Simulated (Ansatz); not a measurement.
A 2-atom cell of CdSe (F-43m) from a materials database, relaxed with r2SCAN in the plane-wave code Ansatz: the symmetry is F-43m (No. 216, cubic); conventional cell a = 6.136 Å, 28.87 Å³ an atom. Around Cd lie 4 Se at 2.66 Å; around Se lie 4 Cd at 2.66 Å. The primitive cell holds 2 atoms in 57.74 Å³. No magnetic order and no zero-point or thermal motion.

Computed values: PBE gives a gap of 0.56 eV and PBE0 (25 % exact exchange) 2.08 eV; one over PBE's mean ε∞ is 0.127. Without spin-orbit coupling PBE's valence top is a threefold level at Γ and the gap is 0.555 eV; with it the level splits into four states above two, Δ₀ = 0.363 eV apart. HSE06+SOC (4×4×4) gives a least gap of 1.36 eV, direct. r2SCAN's ε∞ is 6.57.

**Question.** Taking the gap as linear in the share of unscreened exchange, estimate the gap of the hybrid whose share is 1/ε∞.

**Answer.** The slope is (2.08 − 0.56)/0.25 = 6.08 eV per unit share, so E_g ≈ 0.56 + 6.08 × 0.127 = 1.33 eV. The run with that share gives 1.30 eV (6×6×6 mesh), -0.03 eV from the straight line.

**Question.** If the centre of gravity stays and the conduction band doesn't move, what gap follows with spin-orbit coupling?

**Answer.** The fourfold level rises by Δ₀/3 = 0.121 eV and the twofold one falls by 2Δ₀/3, so E_g ≈ 0.555 − 0.121 = 0.434 eV. The PBE+SOC run gives 0.437 eV, +0.003 eV from the estimate.

**Question.** At what wavelength does absorption set in by HSE06+SOC, excitons left aside?

**Answer.** λ = 1239.84 eV nm/E: 912 nm for the least gap. That lies in the infrared.

**Question.** What refractive index and reflectivity at normal incidence follow, below the gap and above the phonons?

**Answer.** n = √6.57 = 2.563; R = ((n − 1)/(n + 1))² = (1.563/3.563)² = 19.2 % a face.

Only the levels marked +SOC include spin-orbit coupling.

The meshes of the hybrids are coarse, so their gaps aren't converged to the digits shown.
